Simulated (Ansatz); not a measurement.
# TaN: the cost of one run

Method: DFT, PBE, plane-wave PAW, default files, scalar-relativistic, as far as a step names no other, in Ansatz 0.2.0.

**1. The starting structure**

The structure is hexagonal, space group P-62m (No. 189). The conventional cell has a = 5.196 Å, b = 5.196 Å, c = 2.911 Å, α = 90.00°, β = 90.00°, γ = 120.00°. Ta (site symmetry -6) has 6 N at 2.16 Å as nearest neighbours. Ta (site symmetry -62m) is surrounded by 3 N at 2.04 Å. N (site symmetry m2m) has 5 Ta at 2.04 to 2.16 Å as nearest neighbours.

Coordinates:

```cif
data_structure
_symmetry_space_group_name_H-M 'P-62m'
_symmetry_Int_Tables_number 189
_cell_length_a 5.1960
_cell_length_b 5.1960
_cell_length_c 2.9110
_cell_angle_alpha 90.000
_cell_angle_beta 90.000
_cell_angle_gamma 120.000
_cell_volume 68.06
loop_
_atom_site_label
_atom_site_type_symbol
_atom_site_symmetry_multiplicity
_atom_site_Wyckoff_symbol
_atom_site_fract_x
_atom_site_fract_y
_atom_site_fract_z
_atom_site_occupancy
Ta1 Ta 2 d 0.33333 0.66667 0.50000 1
Ta2 Ta 1 a 0.00000 0.00000 0.00000 1
N1 N 3 f 0.39285 0.00000 0.00000 1
```

The earlier run gave: no gap over 0.1 eV on the mesh, largest force 0.045 eV/Å, pressure 5.0 GPa.

The printed gradients, by site:

| site | atoms | first shell | V_zz (10²¹ V/m²) | η | C_Q (MHz) |
| --- | --- | --- | --- | --- | --- |
| Ta1 | 1, 2 | 6 N at 2.16 Å | -20.1 | 0.00 | -1539 (¹⁸¹Ta) |
| Ta3 | 3 | 3 N at 2.04 Å; also 3 N at 3.15 Å | 13.77 | 0.00 | 1056 (¹⁸¹Ta) |
| N | 4, 5, 6 | 5 Ta at 2.04–2.16 Å | -1.43 | 0.33 | -0.708 (¹⁴N) |

C_Q = eQV_zz/h, which is 24.18 MHz for Q = 1 b and V_zz = 10²¹ V/m²; η = (V_xx − V_yy)/V_zz. Nuclear quadrupole moments: year-2017 set (Pyykkö).

**2. Z stretched by +2 %, ions relaxed**

Input file input.yaml:

```yaml
crystal:
  lattice:
    - [5.1960008669, 0.0, 0.0]
    - [-2.5980004334, 4.4998687488, 0.0]
    - [0.0, 0.0, 2.96922]
  atoms:
    - { symbol: Ta, position: [0.3333333333, 0.6666666667, 0.5], spin: 2.0 }
    - { symbol: Ta, position: [0.6666666667, 0.3333333333, 0.5], spin: 2.0 }
    - { symbol: Ta, position: [0.0, 0.0, 0.0], spin: 2.0 }
    - { symbol: "N", position: [0.3931829326, 0.0, 0.0] }
    - { symbol: "N", position: [0.6068170674, 0.6068170674, 0.0] }
    - { symbol: "N", position: [0.0, 0.3931829326, 0.0] }
magnetization:
  spin_polarized: true
kpoints:
  mp_grid: { grid: [10, 10, 16] }
scf:
  occupations: { method: fermi_dirac, width: 0.05 }
hamiltonian:
  xc: pbe
  pseudopotentials: { kind: paw }
output:
  forces: true
  stress: true
  populations: true
  efg:
    quadrupole_moments_barn: { Ta: 3.17, "N": 0.02044 }
    contact_densities: true
relax:
  f_tol: 0.02
  max_steps: 60
```

Started as:

```console
$ ansatz run input.yaml --threads 1 --pin off --max-ram 3072MiB --backend cpu --events-out ev --progress --plain --runs-dir out
```

**Question.** How long does this run take on 1 thread of AMD EPYC 9R14 (Zen 4), shared host, and how much memory does it need?

About 67 s, with a peak of 0.87 GiB.
